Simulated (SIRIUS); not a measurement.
# Mo (P-1) in SIRIUS: single point with PBE

Aim: the single point of Mo with PBE.

Everything below comes from runs of SIRIUS 7.10.0. Logs are shortened: lines on timing, memory, paths and dates and some standing lists are left out, and cuts for length are marked. The log counts tension as positive stress, the text compression.

## (1) The cell of the first run

The typed cell holds 2 atoms: a = 2.850 Å, b = 2.850 Å, c = 4.030 Å, α = 90.00°, β = 90.00°, γ = 90.00°.

This isn't the form of Mo at room conditions, which is bcc.

## (2) Single point, PBE (atoms moved at random, drawn with an rms of 0.05 Å)

Contents of sirius.json:

```json
{
  "control": {
    "processing_unit": "cpu",
    "verbosity": 2,
    "num_bands_to_print": 22,
    "print_forces": true,
    "print_stress": true
  },
  "parameters": {
    "electronic_structure_method": "pseudopotential",
    "xc_functionals": ["XC_GGA_X_PBE", "XC_GGA_C_PBE"],
    "gk_cutoff": 9.0,
    "pw_cutoff": 18.0,
    "ngridk": [9, 9, 7],
    "shiftk": [0, 0, 0],
    "smearing": "fermi_dirac",
    "smearing_width": 0.0018374661,
    "num_bands": 22,
    "num_mag_dims": 0,
    "num_dft_iter": 100,
    "energy_tol": 1e-08,
    "density_tol": 1e-06
  },
  "iterative_solver": {
    "type": "davidson",
    "min_tolerance": 1e-09,
    "tolerance_scale": [0.1, 0.25]
  },
  "mixer": {
    "type": "anderson",
    "beta": 0.7,
    "max_history": 8
  },
  "settings": {
    "tol_ne": 1e-10,
    "pseudo_grid_cutoff": 6.5
  },
  "unit_cell": {
    "lattice_vectors": [
      [0.0, -3.807798141121, -3.807798141121],
      [0.0, 3.807798141121, -3.807798141121],
      [7.615596282242, 0.0, 0.0]
    ],
    "atom_coordinate_units": "lattice",
    "atom_types": ["Mo"],
    "atom_files": {
      "Mo": "Mo.json"
    },
    "atoms": {
      "Mo": [
        [0.603131, 0.487717, 0.487609],
        [0.89556, 0.014922, 0.001952]
      ]
    }
  }
}
```

Potentials or basis: PseudoDojo 0.4.1 PBE standard (scalar relativistic).

Launch:

```
$ upf_to_json Mo.upf
$ OMP_NUM_THREADS=1 sirius.scf --input=sirius.json --output=out.json --task=0
```

The log of the run:

```text
[info] SIRIUS version : 7.10.0
[info] number of MPI ranks           : 1
[info] MPI grid                      : 1 1
[info] maximum number of OMP threads : 1
[fft] FFT context for density and potential
[fft] =====================================
[fft]   comm size                             : 1
[fft]   plane wave cutoff                     : 18
[fft]   grid size                             : 36 36 48   total : 62208
[fft]   grid limits                           : -17 18   -17 18   -23 24
[fft]   number of G-vectors within the cutoff : 10908
[fft]   local number of G-vectors             : 10908
[fft]   number of G-shells                    : 1650
[fft] FFT context for coarse grid
[fft] =====================================
[fft]   comm size                             : 1
[fft]   plane wave cutoff                     : 18
[fft]   grid size                             : 36 36 48   total : 62208
[fft]   grid limits                           : -17 18   -17 18   -23 24
[fft]   number of G-vectors within the cutoff : 10908
[fft]   local number of G-vectors             : 10908
[fft]   number of G-shells                    : 1650
[unit cell] lattice vectors
[unit cell]   a1 :       0.0000000000     -3.8077981411     -3.8077981411
[unit cell]   a2 :       0.0000000000      3.8077981411     -3.8077981411
[unit cell]   a3 :       7.6155962822      0.0000000000      0.0000000000
[unit cell] reciprocal lattice vectors
[unit cell]   b1 :       0.0000000000     -0.8250418056     -0.8250418056
[unit cell]   b2 :       0.0000000000      0.8250418056     -0.8250418056
[unit cell]   b3 :       0.8250418056      0.0000000000      0.0000000000
[unit cell] unit cell volume :       220.84203677 [a.u.^3]
[unit cell] 1/sqrt(omega)    :         0.06729133
[unit cell] MT volume        :         0.00000000 ( 0.00%)
[unit cell] IT volume        :       220.84203677 (100.00%)
[unit cell] number of atom types : 1
[unit cell] type id : 0 symbol : Mo mt_radius :  16.390000 num_atoms : 2
[unit cell] total number of atoms : 2
[unit cell] number of symmetry classes : 1
[unit cell] number of PAW atoms : 0
[unit cell] atom id  type id  class id             position                      vector_field
[unit cell] ------------------------------------------------------------------------------------------
[unit cell]      0        0        0      0.60313   0.48772   0.48761      0.00000   0.00000   0.00000
[unit cell]      1        0        0      0.89556   0.01492   0.00195      0.00000   0.00000   0.00000
[unit cell] atom id         position (Cartesian, a.u.)
[unit cell] ---------------------------------------------
[unit cell]      0       3.713433   -0.439473   -4.153729
[unit cell]      1       0.014866   -3.353292   -3.466932
[unit cell] class id : 0 atom id : 0 1
[unit cell] minimum bond length:     4.758301
[unit cell] total number of pseudo wave-functions: 20
[sym] space group number   : 2
[sym] international symbol : P-1
[sym] Hall symbol          : -P 1
[sym] space group transformation matrix :
[sym]   1.0000  0.0000  0.0000
[sym]   0.0000  1.0000  0.0000
[sym]   0.0000  0.0000  1.0000
[sym] space group origin shift :
[sym]   0.7507  0.7487  0.7552
[sym] number of space group operations  : 2
[... 256 lines left out ...]
[find] +------------------------------+
[find] | SCF iteration  11 out of 100|
[find] +------------------------------+
[diagonalize] iterative solver tolerance (occupied, empty): 1.18563e-09 1.18563e-09
[diagonalize] average number of iterations: 3.05634
[diagonalize] Lowest band energies
[diagonalize] ik:    0   -1.503442   -1.487922   -0.575125   -0.543598   -0.535271   -0.530382   -0.518987   -0.511878    0.488627    0.546761    0.604305    0.659442    0.675904    0.757130    0.791835    0.806614    0.823171    0.842288    0.880769    0.925886    1.191278    1.214144
[diagonalize] ik:    1   -1.503014   -1.487761   -0.574303   -0.543200   -0.538306   -0.533093   -0.518970   -0.512203    0.500388    0.551701    0.614923    0.671023    0.678754    0.727214    0.783810    0.793291    0.809020    0.833660    0.920112    0.935796    1.191926    1.219542
[diagonalize] ik:    2   -1.501912   -1.487365   -0.572179   -0.546055   -0.542159   -0.539653   -0.518928   -0.513080    0.531388    0.564674    0.638987    0.675882    0.686842    0.706805    0.764427    0.778082    0.785617    0.814947    0.912644    1.022276    1.128119    1.178264
[diagonalize] ik:    3   -1.500627   -1.486938   -0.569706   -0.554272   -0.547843   -0.540311   -0.518910   -0.514197    0.570162    0.581359    0.635491    0.662365    0.695941    0.735655    0.749769    0.752923    0.787563    0.811761    0.901040    1.061437    1.110209    1.135966
[diagonalize] ik:    4   -1.499767   -1.486676   -0.568109   -0.559540   -0.552586   -0.539440   -0.518926   -0.515009    0.592239    0.601857    0.616034    0.670205    0.702184    0.728763    0.733649    0.747160    0.780276    0.877105    0.892455    0.999083    1.107794    1.188352
[diagonalize] ...
[diagonalize] ik:  279   -1.494778   -1.491186   -0.569430   -0.564634   -0.541601   -0.534155   -0.527789   -0.520834    0.574843    0.583224    0.659959    0.679422    0.710215    0.717514    0.731087    0.762754    0.861792    0.885400    0.902537    0.944640    1.071542    1.104574
[diagonalize] ik:  280   -1.494769   -1.491196   -0.569157   -0.564837   -0.541607   -0.534125   -0.527797   -0.520937    0.575783    0.583135    0.660024    0.680156    0.708668    0.717419    0.730071    0.763901    0.861552    0.880139    0.911129    0.938652    1.084396    1.092853
[diagonalize] ik:  281   -1.495407   -1.491696   -0.565588   -0.560642   -0.541349   -0.534181   -0.527884   -0.520930    0.581988    0.591229    0.653523    0.680789    0.693287    0.719288    0.730966    0.745595    0.823064    0.854769    0.889214    0.935693    1.125354    1.155614
[diagonalize] ik:  282   -1.496382   -1.492456   -0.561595   -0.554552   -0.539812   -0.533670   -0.527635   -0.520864    0.583989    0.599714    0.641401    0.649602    0.688702    0.698050    0.742825    0.759483    0.800030    0.838871    0.872810    0.912194    1.184287    1.216581
[diagonalize] ik:  283   -1.497235   -1.493121   -0.559734   -0.550171   -0.537298   -0.532372   -0.526477   -0.520753    0.573889    0.593038    0.620353    0.632140    0.685977    0.698775    0.759356    0.780811    0.809834    0.834631    0.854314    0.879078    1.226764    1.249334
[find] Charges and magnetic moments
[find] --------------------------------------------------------------------------------
[find] total charge          : 28.000000
[find] Energy
[find] --------------------------------------------------------------------------------
[find] valence_eval_sum               :      -4.75949614
[find] <rho|V^{XC}>                   :     -21.41753253
[find] <rho|E^{XC}>                   :     -20.63959503
[find] <mag|B^{XC}>                   :       0.00000000
[find] <rho|V^{H}>                    :      39.16312662
[find] one-electron contribution      :     -22.50509024 (Ha),     -45.01018049 (Ry)
[find] hartree contribution           :      19.58156331
[find] xc contribution                :     -20.63959503
[find] ewald contribution             :    -116.94992971
[find] PAW contribution               :       0.00000000
[find] smearing (-TS)                 :      -0.00056227
[find] SCF correction                 :       0.00000108
[find] Total energy                   :    -140.51305059 (Ha),    -281.02610117 (Ry)
[find] Free energy (E-TS)             :    -140.51361286 (Ha),    -281.02722572 (Ry)
[find] band gap (eV)                  :       0.00000000
[find] Efermi                         :       0.73790347
[find] iteration : 11, RMS : 1.269360704283e-08, energy difference : -1.746229827404e-10
[find] Hartree energy of density residual : 3.135859763336e-15
[find] bands are converged : true
[find] iterative solver converged : true
[find] converged after 12 SCF iterations!
[find] Charges and magnetic moments
[find] --------------------------------------------------------------------------------
[find] total charge          : 28.000000
[find] Energy
[find] --------------------------------------------------------------------------------
[find] valence_eval_sum               :      -4.75949614
[find] <rho|V^{XC}>                   :     -21.41753253
[find] <rho|E^{XC}>                   :     -20.63959503
[find] <mag|B^{XC}>                   :       0.00000000
[find] <rho|V^{H}>                    :      39.16312662
[find] one-electron contribution      :     -22.50509024 (Ha),     -45.01018049 (Ry)
[find] hartree contribution           :      19.58156331
[find] xc contribution                :     -20.63959503
[find] ewald contribution             :    -116.94992971
[find] PAW contribution               :       0.00000000
[find] smearing (-TS)                 :      -0.00056227
[find] SCF correction                 :       0.00000108
[find] Total energy                   :    -140.51305059 (Ha),    -281.02610117 (Ry)
[find] Free energy (E-TS)             :    -140.51361286 (Ha),    -281.02722572 (Ry)
[find] band gap (eV)                  :       0.00000000
[find] Efermi                         :       0.73790347
[ground_state] === stress tensor components [kbar] ===
[ground_state] === stress_kin ===
[ground_state] -39926.545634   20.315118   15.235240
[ground_state]    20.315118-39568.833362  259.388287
[ground_state]    15.235240  259.388287-39541.173800
[ground_state] === stress_har ===
[ground_state] -10899.966411 -209.142911 -134.885774
[ground_state]  -209.142911-7704.878424 2323.104033
[ground_state]  -134.885774 2323.104033-7482.100188
[ground_state] === stress_ewald ===
[ground_state] 47323.819571 -557.807802 -350.201834
[ground_state]  -557.80780253944.718558 4416.319360
[ground_state]  -350.201834 4416.31936054534.465858
[ground_state] === stress_vloc ===
[ground_state] 26314.018845  738.154921  464.367681
[ground_state]   738.15492116293.772907-6834.632654
[ground_state]   464.367681-6834.63265415453.712869
[ground_state] === stress_xc ===
[ground_state]  1259.767231   -0.982231   -0.572987
[ground_state]    -0.982231 1274.358251    6.918899
[ground_state]    -0.572987    6.918899 1276.182035
[ground_state] === stress_core ===
[ground_state]  6847.844264   -0.506574   -0.285739
[ground_state]    -0.506574 6849.084646    0.312179
[ground_state]    -0.285739    0.312179 6849.563830
[ground_state] === stress_nonloc ===
[ground_state] -31034.569084   12.509761    6.378747
[ground_state]    12.509761-31116.554548  -27.487080
[ground_state]     6.378747  -27.487080-31136.279498
[ground_state] === stress_us_nl ===
[ground_state] -31034.569084   12.509761    6.378747
[ground_state]    12.509761-31116.554548  -27.487080
[ground_state]     6.378747  -27.487080-31136.279498
[ground_state] === stress_total ===
[ground_state]  -115.631219    2.540282    0.035334
[ground_state]     2.540282  -28.331973  143.923024
[ground_state]     0.035334  143.923024  -45.628894
[ground_state] ==== total Forces in Ha/bohr =====
[ground_state] atom:    0, force:       0.0071103      0.0173608      0.0126133
[ground_state] atom:    1, force:      -0.0071103     -0.0173608     -0.0126133
[ground_state] ==== ultrasoft contribution from Qij =====
[ground_state] atom:    0, force:       0.0000000      0.0000000      0.0000000
[ground_state] atom:    1, force:       0.0000000      0.0000000      0.0000000
[ground_state] ==== non-local contribution from Beta-projector =====
[ground_state] atom:    0, force:      -0.0151802     -0.0569405     -0.0189143
[ground_state] atom:    1, force:       0.0151802      0.0569405      0.0189143
[ground_state] ==== contribution from local potential =====
[ground_state] atom:    0, force:      -0.9105283     -1.2200567     -0.8160737
[ground_state] atom:    1, force:       0.9105283      1.2200567      0.8160737
[ground_state] ==== contribution from core density =====
[ground_state] atom:    0, force:       0.0007197      0.0028682      0.0011666
[ground_state] atom:    1, force:      -0.0007197     -0.0028682     -0.0011666
[ground_state] ==== Ewald forces from ions =====
[ground_state] atom:    0, force:       0.9320989      1.2914900      0.8464348
[ground_state] atom:    1, force:      -0.9320989     -1.2914900     -0.8464348
[~DFT_ground_state] local op. applied: 163279
[~DFT_ground_state] evp. work count: 28968.9
[~DFT_ground_state] number of iterative solver steps: 10574
```

It took 6.7 min on 1 thread of Arm Neoverse V1, shared host; peak memory 1.4 GiB.

What came out:

```
Free energy            : -3823.5702 eV
Pressure               : 6.3 GPa
Largest force          : 1.162 eV/Å
Band gap on the k mesh : none (metal or under the smearing width)
```

Forces in eV/Å, atoms in the order of the input:
```
Mo   0.366  0.893  0.649
Mo  -0.366 -0.893 -0.649
```

Stress tensor (GPa, compression positive):
```
 11.56  -0.25   0.00
 -0.25   2.83 -14.39
  0.00 -14.39   4.56
```
